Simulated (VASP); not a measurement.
SrO:

```
Sr O
1.0
     0.00000    2.56630    2.56630
     2.56630    0.00000    2.56630
     2.56630    2.56630    0.00000
Sr O
1 1
Cartesian
  2.5663 2.5663 2.5663
  0.0000 0.0000 0.0000
```

| Property | Result |
| --- | --- |
| Program | VASP 6.6.1 |
| Task | relaxation of cell and atoms |
| Functional | PBE |
| Potentials or basis | VASP PAW PBE potentials, release 64 (Sr_sv, O) |
| Cutoff | 520 eV |
| k mesh | 9 × 9 × 9 |
| Occupations | gaussian, width 0.1 eV |
| Spin | no spin polarisation |

At the start: pressure 3.9 GPa; volume 16.90 Å³/atom.

**Question.** How do energy, volume and symmetry change on relaxing?

**Answer.** Over 3 steps the energy falls by 8.5 meV/atom and the volume is 17.62 Å³/atom (+4.3 %); space group Fm-3m (No. 225, to 0.05 Å).

Step by step:
| step | energy change (eV) | largest force (eV/Å) | pressure (GPa) | volume (Å³) |
| --- | --- | --- | --- | --- |
| 1 | 0.0000 | 0.0000 | 3.92 | 33.80 |
| 2 | -0.0141 | 0.0000 | -1.45 | 35.87 |
| 3 | -0.0170 | 0.0000 | 0.01 | 35.24 |

Final structure:
```cif
data_structure
_symmetry_space_group_name_H-M 'P 1'
_symmetry_Int_Tables_number 1
_cell_length_a 3.6801
_cell_length_b 3.6801
_cell_length_c 3.6801
_cell_angle_alpha 60.000
_cell_angle_beta 60.000
_cell_angle_gamma 60.000
_cell_volume 35.24
loop_
_atom_site_label
_atom_site_type_symbol
_atom_site_fract_x
_atom_site_fract_y
_atom_site_fract_z
_atom_site_occupancy
Sr1 Sr 0.50000 0.50000 0.50000 1
O1 O 0.00000 0.00000 0.00000 1
```
